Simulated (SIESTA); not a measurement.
**Sn under changes of volume**

One of the cells (27.205 Å³/atom); the others are scaled copies at fixed shape and fractional positions:

```
CELL_PARAMETERS angstrom
-1.89465 1.89465 1.89465
1.89465 -1.89465 1.89465
1.89465 1.89465 -1.89465
ATOMIC_POSITIONS crystal
Sn 0.00000 0.00000 0.00000
```

This isn't the form of Sn at room conditions, which is tetragonal (white tin).

```yaml
Program: SIESTA 5.4.2
Functional: PBEsol
Potentials_or_basis: PseudoDojo 0.4 standard (PBEsol files)
Basis: DZP (energy shift 0.003 Ry; two zetas on semicore shells)
Grid_cutoff: 500 Ry
Energy_shift: 0.003 Ry
k_mesh: 10 × 10 × 10
Occupations: fermi-dirac, width 0.05 eV
Spin: no spin polarisation
```

```csv
volume (Å³/atom),energy over the lowest point (meV/atom),pressure (GPa)
25.573,?,?
26.117,0.73,0.8
26.661,0.00,-0.2
27.205,3.73,-1.2
27.749,9.24,-2.0
28.293,17.53,-2.8
28.837,28.35,-3.4
```

Question: What does the run at 25.573 Å³/atom give?

Answer: Energy over the lowest point 5.46 meV/atom; pressure 2.1 GPa.

Worked out: A Birch-Murnaghan fit of order 3 (a polynomial in V^(-2/3)) to the other rows has its minimum at 26.43 Å³/atom with B0 = V·E''(V) = 50 GPa and B' = 5.8. It gives 4.77 meV/atom at 25.573 Å³/atom, against the run's 5.46, and -dE/dV = 1.8 GPa, against 2.1.

Energies are extrapolated to zero smearing.

Caveats: the basis of atomic orbitals isn't converged, which shifts pressures, moduli and gaps.
